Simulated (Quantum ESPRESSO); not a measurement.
Bi under changes of volume

One of the cells (31.117 Å³/atom); the others are scaled copies at fixed shape and fractional positions:

```xyz
1
Lattice="-1.9814 1.9814 1.9814 1.9814 -1.9814 1.9814 1.9814 1.9814 -1.9814" Properties=species:S:1:pos:R:3 pbc="T T T"
Bi    0.0000    0.0000    0.0000
```

This isn't the form of Bi at room conditions, which is rhombohedral.

* Program: Quantum ESPRESSO 7.5
* Functional: r2SCAN
* Potentials or basis: SG15 PBE 1.2
* Cutoff: 898 eV
* Density cutoff: 3592 eV
* k mesh: 7 × 7 × 7
* Occupations: fermi-dirac, width 0.05 eV
* Spin: no spin polarisation

```csv
volume (Å³/atom),energy over the lowest point (meV/atom),pressure (GPa)
29.250,?,?
29.872,6.53,2.2
30.495,0.77,0.8
31.117,0.00,-0.4
31.739,3.72,-1.5
32.362,11.45,-2.5
32.984,22.77,-3.4
```

Task: What does the run at 29.250 Å³/atom give?

Result: Energy over the lowest point 17.87 meV/atom; pressure 3.7 GPa.

Worked out: A Birch-Murnaghan fit of order 3 (a polynomial in V^(-2/3)) to the other rows has its minimum at 30.90 Å³/atom with B0 = V·E''(V) = 59 GPa and B' = 4.4. It gives 17.86 meV/atom at 29.250 Å³/atom, against the run's 17.87, and -dE/dV = 3.7 GPa, against 3.7.

Energies are extrapolated to zero smearing.

Caveats: the potentials were made for another functional, which shifts forces and pressure.
